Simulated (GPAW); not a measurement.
# TiO2 (P4_2/mnm) in GPAW: a series of runs

The runs below take TiO2 through relaxation of cell and atoms, with r2SCAN+D3(BJ), PBE.

All numbers are computed with GPAW 26.7.0; they aren't measurements. Logs are shortened: lines on timing, memory, paths and dates and some standing lists are left out, and cuts for length are marked. The log counts tension as positive stress, the text compression.

## Step 1: The structure

The structure is tetragonal, space group P4_2/mnm (No. 136). Conventional cell: a = 4.600 Å, b = 4.600 Å, c = 2.959 Å, α = 90.00°, β = 90.00°, γ = 90.00°. Ti (site symmetry mmm) is surrounded by 6 O at 1.95 to 1.98 Å. Around O (site symmetry m2m) lie 3 Ti at 1.95 to 1.98 Å.

The cell is a database's computed one.

## Step 2: Relaxation of cell and atoms, r2SCAN+D3(BJ)

File run.py:

```python
from ase.calculators.mixing import SumCalculator
from ase.filters import FrechetCellFilter
from ase.io import read, write
from ase.optimize import BFGS
from dftd3.ase import DFTD3
from gpaw import GPAW, PW

atoms = read('TiO2.xyz')

calc = GPAW(mode=PW(800),
            xc='MGGA_X_R2SCAN+MGGA_C_R2SCAN',
            kpts={'size': (4, 4, 6), 'gamma': True},
            occupations={'name': 'fermi-dirac', 'width': 0.05},
            nbands=43,
            convergence={'density': 1e-05, 'energy': 1e-05},
            maxiter=150,
            txt='gpaw.txt')
atoms.calc = SumCalculator([calc, DFTD3(method='r2scan', damping='d3bj')])
opt = BFGS(FrechetCellFilter(atoms), trajectory='relax.traj', logfile='-')
done = opt.run(fmax=0.05, steps=60)
calc.write('gs.gpw')
write('result.traj', atoms)
print('Converged:', done)
print('Cell:', atoms.cell.cellpar().round(4))
print('Volume:', round(atoms.get_volume(), 4))
print(atoms.get_scaled_positions().round(5))
```

File TiO2.xyz:

```xyz
6
Lattice="4.5998373239 0.0000000000 0.0000000000 0.0000000000 4.5998373239 0.0000000000 0.0000000000 0.0000000000 2.9592135600" Properties=species:S:1:pos:R:3 pbc="T T T"
Ti     0.0000000000      0.0000000000      1.4796067800
Ti     2.2999186620      2.2999186620      0.0000000000
O      1.3998285662      1.3998285662      1.4796067800
O      0.9000900958      3.6997472281      0.0000000000
O      3.6997472281      0.9000900958      0.0000000000
O      3.2000087577      3.2000087577      1.4796067800
```

Potentials or basis: GPAW PAW data sets (gpaw-data 1.2.1), pw.

The run is started by

```bash
OMP_NUM_THREADS=1 python run.py
```

gpaw.txt:

```text
__  _  _
 | _ |_)|_||  |
 |__||  | ||/\| - 26.7.0

Input parameters:
  mode=PW(ecut=800.0),
  convergence={'density': 1e-05, 'energy': 1e-05},
  kpts=MonkhorstPack(size=(4, 4, 6), gamma=True),
  maxiter=150,
  nbands=43,
  occupations=Occupations(name='fermi-dirac', width=0.05),
  xc=XC(name='MGGA_X_R2SCAN+MGGA_C_R2SCAN')

Diagonalizing LCAO Hamiltonian
Converting LCAO to pw mode
    .----------.
   /|          |
  / |          |
 *  |      O   |
 |  .O---------.
 Ti/  O Ti    /
 |/       O  /
 *----------*

Atoms  # Å, Bohr magnetons
|   | symbol |        x |        y |        z |    initial magnetic moments |
|---|--------|----------|----------|----------|-----------------------------|
| 0 |     Ti | 0.000000 | 0.000000 | 1.479607 | ( 0.0000,  0.0000,  0.0000) |
| 1 |     Ti | 2.299919 | 2.299919 | 0.000000 | ( 0.0000,  0.0000,  0.0000) |
| 2 |      O | 1.399829 | 1.399829 | 1.479607 | ( 0.0000,  0.0000,  0.0000) |
| 3 |      O | 0.900090 | 3.699747 | 0.000000 | ( 0.0000,  0.0000,  0.0000) |
| 4 |      O | 3.699747 | 0.900090 | 0.000000 | ( 0.0000,  0.0000,  0.0000) |
| 5 |      O | 3.200009 | 3.200009 | 1.479607 | ( 0.0000,  0.0000,  0.0000) |

Unit cell  # Å
| periodic |        x |        y |        z |  lengths |    angles |
|----------|----------|----------|----------|----------|-----------|
|      yes | 4.599837 | 0.000000 | 0.000000 | 4.599837 | 90.000000 |
|      yes | 0.000000 | 4.599837 | 0.000000 | 4.599837 | 90.000000 |
|      yes | 0.000000 | 0.000000 | 2.959214 | 2.959214 | 90.000000 |

Number of symmetries: 8
Symmetry operations  # r_c * U_cc + t_c -> r_c
|   | kind |            matrix            |
|---|------|------------------------------|
| 0 |  E   |  1, 0, 0,  0, 1, 0,  0, 0, 1 |
| 1 |  σ   |  1, 0, 0,  0, 1, 0,  0, 0,-1 |
| 2 |  σ   |  0, 1, 0,  1, 0, 0,  0, 0, 1 |
| 3 |  C2  |  0, 1, 0,  1, 0, 0,  0, 0,-1 |
| 4 |  σ   |  0,-1, 0, -1, 0, 0,  0, 0, 1 |
| 5 |  C2  |  0,-1, 0, -1, 0, 0,  0, 0,-1 |
| 6 |  C2  | -1, 0, 0,  0,-1, 0,  0, 0, 1 |
| 7 |  i   | -1, 0, 0,  0,-1, 0,  0, 0,-1 |

BZ-sampling:
  Number of BZ points: 96
  Number of IBZ points: 28

  Monkhorst-Pack size: [4, 4, 6]
  Monkhorst-Pack shift: [0.125, 0.125, 0.08333333333333333]

K-points  # in reciprocal-cell coordinates
|     |                                coordinates |     weight |
|-----|--------------------------------------------|------------|
|   0 | (  0.00000000,   0.00000000,   0.00000000) | 0.01041667 |
|   1 | (  0.00000000,   0.00000000,   0.16666667) | 0.02083333 |
|   2 | (  0.00000000,   0.00000000,   0.33333333) | 0.02083333 |
|   3 | (  0.00000000,   0.00000000,   0.50000000) | 0.01041667 |
|   4 | (  0.25000000,  -0.25000000,   0.00000000) | 0.02083333 |
|   5 | (  0.25000000,  -0.25000000,   0.16666667) | 0.04166667 |
|   6 | (  0.25000000,  -0.25000000,   0.33333333) | 0.04166667 |
|   7 | (  0.25000000,  -0.25000000,   0.50000000) | 0.02083333 |
|   8 | (  0.25000000,   0.00000000,   0.00000000) | 0.04166667 |
|   9 | (  0.25000000,   0.00000000,   0.16666667) | 0.08333333 |
| ... |                                            |            |
|  27 | (  0.50000000,   0.50000000,   0.50000000) | 0.01041667 |
[... 169 lines left out ...]
Gap: 2.218 eV
Transition (v -> c):
  (s=0, k=0, n=23, [0.00, 0.00, 0.00]) -> (s=0, k=0, n=24, [0.00, 0.00, 0.00])
No difference between direct/indirect transitions

Stress tensor  # eV/Ang^3
|         x |         y |         z |
|-----------|-----------|-----------|
| -0.002980 |  0.000000 |  0.000000 |
|  0.000000 | -0.002980 |  0.000000 |
|  0.000000 |  0.000000 | -0.003796 |

Forces  # eV/Ang
|        x |        y |       z |
|----------|----------|---------|
|  0.00000 | -0.00000 | 0.00000 |  # Ti   0
| -0.00000 |  0.00000 | 0.00000 |  # Ti   1
|  0.01164 |  0.01164 | 0.00000 |  # O    2
| -0.01165 |  0.01165 | 0.00000 |  # O    3
|  0.01165 | -0.01165 | 0.00000 |  # O    4
| -0.01164 | -0.01164 | 0.00000 |  # O    5

Interpolating wave functions to new cell

                 O
            O
       Ti   O
              Ti
                 O

Atoms  # Å, Bohr magnetons
|   | symbol |         x |         y |        z |    initial magnetic moments |
|---|--------|-----------|-----------|----------|-----------------------------|
| 0 |     Ti | -0.000000 | -0.000000 | 1.479328 | ( 0.0000,  0.0000,  0.0000) |
| 1 |     Ti |  2.299451 |  2.299451 | 0.000000 | ( 0.0000,  0.0000,  0.0000) |
| 2 |      O |  1.399718 |  1.399718 | 1.479328 | ( 0.0000,  0.0000,  0.0000) |
| 3 |      O |  0.899733 |  3.699170 | 0.000000 | ( 0.0000,  0.0000,  0.0000) |
| 4 |      O |  3.699170 |  0.899733 | 0.000000 | ( 0.0000,  0.0000,  0.0000) |
| 5 |      O |  3.199185 |  3.199185 | 1.479328 | ( 0.0000,  0.0000,  0.0000) |

Unit cell  # Å
| periodic |         x |         y |        z |  lengths |    angles |
|----------|-----------|-----------|----------|----------|-----------|
|      yes |  4.598903 | -0.000000 | 0.000000 | 4.598903 | 90.000000 |
|      yes | -0.000000 |  4.598903 | 0.000000 | 4.598903 | 90.000000 |
|      yes |  0.000000 |  0.000000 | 2.958657 | 2.958657 | 90.000000 |

Number of symmetries: 8
Symmetry operations  # r_c * U_cc + t_c -> r_c
|   | kind |            matrix            |
|---|------|------------------------------|
| 0 |  E   |  1, 0, 0,  0, 1, 0,  0, 0, 1 |
| 1 |  σ   |  1, 0, 0,  0, 1, 0,  0, 0,-1 |
| 2 |  σ   |  0, 1, 0,  1, 0, 0,  0, 0, 1 |
| 3 |  C2  |  0, 1, 0,  1, 0, 0,  0, 0,-1 |
| 4 |  σ   |  0,-1, 0, -1, 0, 0,  0, 0, 1 |
| 5 |  C2  |  0,-1, 0, -1, 0, 0,  0, 0,-1 |
| 6 |  C2  | -1, 0, 0,  0,-1, 0,  0, 0, 1 |
| 7 |  i   | -1, 0, 0,  0,-1, 0,  0, 0,-1 |

BZ-sampling:
  Number of BZ points: 96
  Number of IBZ points: 28

  Monkhorst-Pack size: [4, 4, 6]
  Monkhorst-Pack shift: [0.125, 0.125, 0.08333333333333333]

K-points  # in reciprocal-cell coordinates
|     |                                coordinates |     weight |
|-----|--------------------------------------------|------------|
|   0 | (  0.00000000,   0.00000000,   0.00000000) | 0.01041667 |
|   1 | (  0.00000000,   0.00000000,   0.16666667) | 0.02083333 |
|   2 | (  0.00000000,   0.00000000,   0.33333333) | 0.02083333 |
|   3 | (  0.00000000,   0.00000000,   0.50000000) | 0.01041667 |
|   4 | (  0.25000000,  -0.25000000,   0.00000000) | 0.02083333 |
|   5 | (  0.25000000,  -0.25000000,   0.16666667) | 0.04166667 |
|   6 | (  0.25000000,  -0.25000000,   0.33333333) | 0.04166667 |
|   7 | (  0.25000000,  -0.25000000,   0.50000000) | 0.02083333 |
|   8 | (  0.25000000,   0.00000000,   0.00000000) | 0.04166667 |
|   9 | (  0.25000000,   0.00000000,   0.16666667) | 0.08333333 |
| ... |                                            |            |
|  27 | (  0.50000000,   0.50000000,   0.50000000) | 0.01041667 |
[... 170 lines left out ...]
Gap: 2.221 eV
Transition (v -> c):
  (s=0, k=0, n=23, [0.00, 0.00, 0.00]) -> (s=0, k=0, n=24, [0.00, 0.00, 0.00])
No difference between direct/indirect transitions

Stress tensor  # eV/Ang^3
|         x |         y |         z |
|-----------|-----------|-----------|
| -0.004022 | -0.000000 |  0.000000 |
| -0.000000 | -0.004022 |  0.000000 |
|  0.000000 |  0.000000 | -0.005035 |

Forces  # eV/Ang
|        x |        y |       z |
|----------|----------|---------|
| -0.00000 |  0.00000 | 0.00000 |  # Ti   0
|  0.00000 |  0.00000 | 0.00000 |  # Ti   1
|  0.00403 |  0.00403 | 0.00000 |  # O    2
| -0.00400 |  0.00400 | 0.00000 |  # O    3
|  0.00400 | -0.00400 | 0.00000 |  # O    4
| -0.00403 | -0.00403 | 0.00000 |  # O    5

Interpolating wave functions to new cell

                 O
            O
       Ti   O
              Ti
                 O

Atoms  # Å, Bohr magnetons
|   | symbol |         x |         y |        z |    initial magnetic moments |
|---|--------|-----------|-----------|----------|-----------------------------|
| 0 |     Ti | -0.000000 | -0.000000 | 1.477774 | ( 0.0000,  0.0000,  0.0000) |
| 1 |     Ti |  2.296739 |  2.296739 | 0.000000 | ( 0.0000,  0.0000,  0.0000) |
| 2 |      O |  1.398548 |  1.398548 | 1.477774 | ( 0.0000,  0.0000,  0.0000) |
| 3 |      O |  0.898194 |  3.695284 | 0.000000 | ( 0.0000,  0.0000,  0.0000) |
| 4 |      O |  3.695284 |  0.898194 | 0.000000 | ( 0.0000,  0.0000,  0.0000) |
| 5 |      O |  3.194931 |  3.194931 | 1.477774 | ( 0.0000,  0.0000,  0.0000) |

Unit cell  # Å
| periodic |         x |         y |         z |  lengths |    angles |
|----------|-----------|-----------|-----------|----------|-----------|
|      yes |  4.593478 | -0.000000 | -0.000000 | 4.593478 | 90.000000 |
|      yes | -0.000000 |  4.593478 |  0.000000 | 4.593478 | 90.000000 |
|      yes |  0.000000 | -0.000000 |  2.955547 | 2.955547 | 90.000000 |

Number of symmetries: 8
Symmetry operations  # r_c * U_cc + t_c -> r_c
|   | kind |            matrix            |
|---|------|------------------------------|
| 0 |  E   |  1, 0, 0,  0, 1, 0,  0, 0, 1 |
| 1 |  σ   |  1, 0, 0,  0, 1, 0,  0, 0,-1 |
| 2 |  σ   |  0, 1, 0,  1, 0, 0,  0, 0, 1 |
| 3 |  C2  |  0, 1, 0,  1, 0, 0,  0, 0,-1 |
| 4 |  σ   |  0,-1, 0, -1, 0, 0,  0, 0, 1 |
| 5 |  C2  |  0,-1, 0, -1, 0, 0,  0, 0,-1 |
| 6 |  C2  | -1, 0, 0,  0,-1, 0,  0, 0, 1 |
| 7 |  i   | -1, 0, 0,  0,-1, 0,  0, 0,-1 |

BZ-sampling:
  Number of BZ points: 96
  Number of IBZ points: 28

  Monkhorst-Pack size: [4, 4, 6]
  Monkhorst-Pack shift: [0.125, 0.125, 0.08333333333333333]

K-points  # in reciprocal-cell coordinates
|     |                                coordinates |     weight |
|-----|--------------------------------------------|------------|
|   0 | (  0.00000000,   0.00000000,   0.00000000) | 0.01041667 |
|   1 | (  0.00000000,   0.00000000,   0.16666667) | 0.02083333 |
|   2 | (  0.00000000,   0.00000000,   0.33333333) | 0.02083333 |
|   3 | (  0.00000000,   0.00000000,   0.50000000) | 0.01041667 |
|   4 | (  0.25000000,  -0.25000000,   0.00000000) | 0.02083333 |
|   5 | (  0.25000000,  -0.25000000,   0.16666667) | 0.04166667 |
|   6 | (  0.25000000,  -0.25000000,   0.33333333) | 0.04166667 |
|   7 | (  0.25000000,  -0.25000000,   0.50000000) | 0.02083333 |
|   8 | (  0.25000000,   0.00000000,   0.00000000) | 0.04166667 |
|   9 | (  0.25000000,   0.00000000,   0.16666667) | 0.08333333 |
| ... |                                            |            |
|  27 | (  0.50000000,   0.50000000,   0.50000000) | 0.01041667 |
[... 169 lines left out ...]
Gap: 2.234 eV
Transition (v -> c):
  (s=0, k=0, n=23, [0.00, 0.00, 0.00]) -> (s=0, k=0, n=24, [0.00, 0.00, 0.00])
No difference between direct/indirect transitions

Stress tensor  # eV/Ang^3
|         x |         y |         z |
|-----------|-----------|-----------|
| -0.009254 |  0.000000 |  0.000000 |
|  0.000000 | -0.009254 |  0.000000 |
|  0.000000 |  0.000000 | -0.011522 |

Forces  # eV/Ang
|        x |        y |       z |
|----------|----------|---------|
|  0.00000 | -0.00000 | 0.00000 |  # Ti   0
|  0.00000 | -0.00000 | 0.00000 |  # Ti   1
| -0.01837 | -0.01837 | 0.00000 |  # O    2
|  0.01828 | -0.01828 | 0.00000 |  # O    3
| -0.01828 |  0.01828 | 0.00000 |  # O    4
|  0.01837 |  0.01837 | 0.00000 |  # O    5

# Writing to gs.gpw (mode='')
```

Wall time 11 min (1 thread of Arm Neoverse V1, shared host); peak memory 0.59 GiB.

Results:

```
Free energy                            : -68.1151 eV
Relaxed volume                         : 10.39 Å³/atom
Relaxed cell                           : a = 4.593 Å, b = 4.593 Å, c = 2.956 Å, α = 90.00°, β = 90.00°, γ = 90.00°
Space group after relaxing (to 0.05 Å) : P4_2/mnm (No. 136)
Energy gained by relaxing              : 0.0 meV/atom
Ionic steps                            : 3
Pressure after relaxing                : -0.2 GPa
Largest force after relaxing           : 0.025 eV/Å
Band gap on the k mesh                 : 2.23 eV, direct
Dispersion energy per atom             : -0.117 eV
```

Forces in eV/Å, atoms in the order of the input:
```
Ti   0.000  0.000  0.000
Ti   0.000  0.000  0.000
O   -0.018 -0.018  0.000
O    0.018 -0.018  0.000
O   -0.018  0.018  0.000
O    0.018  0.018  0.000
```

Stress tensor (GPa, compression positive):
```
-0.32  0.00  0.00
 0.00 -0.32  0.00
 0.00  0.00  0.01
```

Step by step:
```
step  energy change (eV)  largest force (eV/Å)  pressure (GPa)  volume (Å³)
   1              0.0000                0.0173           -1.28        62.61
   2              0.0000                0.0065           -1.10        62.58
   3             -0.0003                0.0252           -0.21        62.36
```

Final structure:
```yaml
crystal:
  lattice:
    - [4.59348, 0.00000, 0.00000]
    - [0.00000, 4.59348, 0.00000]
    - [0.00000, 0.00000, 2.95555]
  atoms:
    - { symbol: Ti, position: [0.00000, 0.00000, 0.50000] }
    - { symbol: Ti, position: [0.50000, 0.50000, 0.00000] }
    - { symbol: O, position: [0.30446, 0.30446, 0.50000] }
    - { symbol: O, position: [0.19554, 0.80446, 0.00000] }
    - { symbol: O, position: [0.80446, 0.19554, 0.00000] }
    - { symbol: O, position: [0.69554, 0.69554, 0.50000] }
```

Caveat: the k mesh is coarse; later steps reuse the first step's grids; the PAW data sets were made with another functional, which shifts forces and pressure a little.

## Step 3: Relaxation of cell and atoms, PBE, target pressure 5 GPa, at which the enthalpy is minimised

File run.py:

```python
from ase.filters import FrechetCellFilter
from ase.io import read, write
from ase.optimize import BFGS
from ase.units import GPa
from gpaw import GPAW, PW

atoms = read('TiO2.xyz')

calc = GPAW(mode=PW(800),
            xc='PBE',
            kpts={'size': (4, 4, 6), 'gamma': True},
            occupations={'name': 'fermi-dirac', 'width': 0.05},
            nbands=43,
            convergence={'density': 1e-06, 'energy': 1e-06, 'eigenstates': 1e-10},
            maxiter=150,
            txt='gpaw.txt')
atoms.calc = calc
opt = BFGS(FrechetCellFilter(atoms, scalar_pressure=5 * GPa), trajectory='relax.traj', logfile='-')
done = opt.run(fmax=0.01, steps=60)
calc.write('gs.gpw')
write('result.traj', atoms)
print('Converged:', done)
print('Cell:', atoms.cell.cellpar().round(4))
print('Volume:', round(atoms.get_volume(), 4))
print(atoms.get_scaled_positions().round(5))
```

TiO2.xyz is that of step 2.

Potentials or basis: GPAW PAW data sets (gpaw-data 1.2.1), pw.

The run is started by

```bash
OMP_NUM_THREADS=1 python run.py
```

Wall time 5.7 min (1 thread of Arm Neoverse V1, shared host); peak memory 0.35 GiB.

The run converged. Its results:

```
Free energy                                            : -52.2491 eV
Relaxed volume                                         : 10.45 Å³/atom
Relaxed cell                                           : a = 4.603 Å, b = 4.603 Å, c = 2.959 Å, α = 90.00°, β = 90.00°, γ = 90.00°
Space group after relaxing (to 0.05 Å)                 : P4_2/mnm (No. 136)
Energy change on relaxing (the enthalpy is what falls) : -0.6 meV/atom
Ionic steps                                            : 6
Pressure after relaxing                                : 4.9 GPa
Band gap on the k mesh                                 : 1.86 eV, direct
```

Stress tensor (GPa, compression positive):
```
4.98 0.00 0.00
0.00 4.98 0.00
0.00 0.00 4.85
```

Step by step:
```tsv
step	energy change (eV)	largest force (eV/Å)	pressure (GPa)	volume (Å³)
1	0.0000	0.0283	5.34	62.61
2	-0.0004	0.0192	5.28	62.62
3	-0.0016	0.0054	5.11	62.65
4	-0.0018	0.0061	5.08	62.66
5	-0.0032	0.0039	4.95	62.70
6	-0.0034	0.0004	4.94	62.71
```

Final structure:
```yaml
crystal:
  lattice:
    - [4.60342, 0.00000, 0.00000]
    - [0.00000, 4.60342, 0.00000]
    - [0.00000, 0.00000, 2.95910]
  atoms:
    - { symbol: Ti, position: [0.00000, 0.00000, 0.50000] }
    - { symbol: Ti, position: [0.50000, 0.50000, 0.00000] }
    - { symbol: O, position: [0.30415, 0.30415, 0.50000] }
    - { symbol: O, position: [0.19585, 0.80415, 0.00000] }
    - { symbol: O, position: [0.80415, 0.19585, 0.00000] }
    - { symbol: O, position: [0.69585, 0.69585, 0.50000] }
```

Levels at points of the mesh, in eV from the valence-band top:
```
           k point  band 21  band 22  band 23  band 24  band 25  band 26  band 27  band 28
(0.00, 0.00, 0.00)    -0.71    -0.46    -0.46     0.00     1.86     2.15     2.40     2.50
(0.00, 0.00, 0.50)    -2.36    -2.36    -1.43    -1.43     2.97     2.97     3.18     3.18
(0.50, 0.00, 0.00)    -1.64    -1.64    -0.74    -0.74     2.52     2.52     3.02     3.02
(0.50, 0.00, 0.50)    -2.03    -2.03    -1.04    -1.04     1.91     1.91     3.20     3.20
(0.50, 0.50, 0.00)    -1.31    -1.31    -1.08    -1.08     1.90     1.90     2.52     2.52
(0.50, 0.50, 0.50)    -1.29    -1.29    -0.67    -0.67     2.60     2.60     3.20     3.20
```

Caveat: the k mesh is coarse; later steps reuse the first step's grids. A k mesh can miss the band edges.
